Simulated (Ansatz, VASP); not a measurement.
## Two plane-wave programs on Ru

```xyz
2
Lattice="2.8052 0.0000 0.0000 -1.4026 2.4294 0.0000 0.0000 0.0000 4.1595" Properties=species:S:1:pos:R:3 pbc="T T T"
Ru    0.0000    1.6196    1.0399
Ru    1.4026    0.8098    3.1196
```

Alike in both runs: task single point; functional PBEsol; k mesh 21 × 21 × 12; occupations gaussian, width 0.15 eV; no spin polarisation.

|  | VASP | Ansatz |
| --- | --- | --- |
| version | VASP 6.6.1 | Ansatz 0.2.0 |
| potentials or method | VASP PAW PBE potentials, release 64 (Ru_pv) | scalar-relativistic, plane waves, PAW |
| plane-wave cutoff (eV) | 520 | 420 |
| valence electrons in the cell | 28 | 32 |

|  | VASP | Ansatz | Ansatz less VASP |
| --- | --- | --- | --- |
| gap on the k mesh at the Fermi level (eV) | none | none | - |
| pressure (GPa) | -16.6 | -16.5 | +0.13 |
| largest component of the traceless stress (GPa) | 14.92 | 14.95 | +0.032 |

A gap of «none» marks a metal or a gap that the smearing closes. The functional is the same, so the differences come from potentials, cutoffs and numerics. The two sets of potentials don't hold the same shells in valence. Ansatz warned: «pseudo_functional_mismatch».

Caveats: so large a pressure means that the cell lies far from this level's equilibrium, or that cutoff or potentials fall short (VASP); the potentials were made for another functional, which shifts forces and pressure (VASP).
